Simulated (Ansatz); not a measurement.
# Sn: from a trial structure to a relaxed crystal

These are results of DFT PBE, scalar-relativistic, plane waves, PAW in Ansatz, not measurements. Cutoff 420 eV, Γ-centred k mesh, Gaussian smearing, no spin polarisation in the final step.

The start puts Sn on the sites of a reported C cell (Fmmm, No. 69), at a guessed volume.

```yaml
crystal:
  lattice:
    - [0.00000, 3.47517, 5.47008]
    - [2.00635, 0.00000, 5.47008]
    - [2.00635, 3.47517, 0.00000]
  atoms:
    - { symbol: Sn, position: [0.16667, 0.83333, 0.16667] }
    - { symbol: Sn, position: [0.83333, 0.16667, 0.83333] }
```

Cell and atoms relax at zero pressure; the relaxation can't lower the symmetry of the start. After a coarse first stage the cell is made exact in the group found at 0.06 Å.

Energies count from the standard state of Sn at the same level.

**Question.** Describe the relaxed structure.

**Answer.** It ends in I4/mmm (No. 139). Conventional cell: a = 4.119 Å, c = 7.547 Å. Around Sn lie 5 Sn at 2.91–3.04 Å.

```xyz
2
Lattice="-2.0596 2.0596 3.7734 2.0596 -2.0596 3.7734 2.0596 2.0596 -3.7734" Properties=species:S:1:pos:R:3 pbc="T T T"
Sn    0.0000    0.0000    1.4563
Sn    0.0000    0.0000    6.0905
```

**Question.** What are its volume, energy, density and gap?

**Answer.** The volume per atom is 32.01 Å³ and the density is 6.16 g/cm³. The energy over the standard structure is 0.10 eV/atom and the gap on the 16×16×16 mesh is 0 eV (a metal).

The final run used a 16×16×16 mesh on its 2-atom cell and 0.10 eV smearing. For metals, differences of a few meV/atom aren't resolved. A structure relaxed within its symmetry needn't be a true minimum. The steps took roughly 2.6 core-minutes in all.